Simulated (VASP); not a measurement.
Zn:

```
Zn
1.0
     3.77113    0.00000    0.00000
     0.00000    3.77113    0.00000
     0.00000    0.00000    3.77113
Zn
3
Direct
  0.00000 0.50000 0.50000
  0.50000 0.00000 0.50000
  0.50000 0.50000 0.00000
```

The cell was built by a generator and needn't be a form met in nature.

Base run:

```yaml
Program: VASP 6.6.1
Functional: SCAN
Potentials_or_basis: VASP PAW PBE potentials, release 64 (Zn)
Cutoff: 520 eV
k_mesh: 7 × 7 × 7
Occupations: fermi-dirac, width 0.05 eV
Spin: no spin polarisation
```

Its results: pressure -4.3 GPa.

Problem. The run is repeated on the same cell with these changes: functional from SCAN to r2SCAN. What comes out?

Solution. Pressure -3.6 GPa.

Caveats: the PAW data sets were made with another functional, which shifts forces and pressure a little.
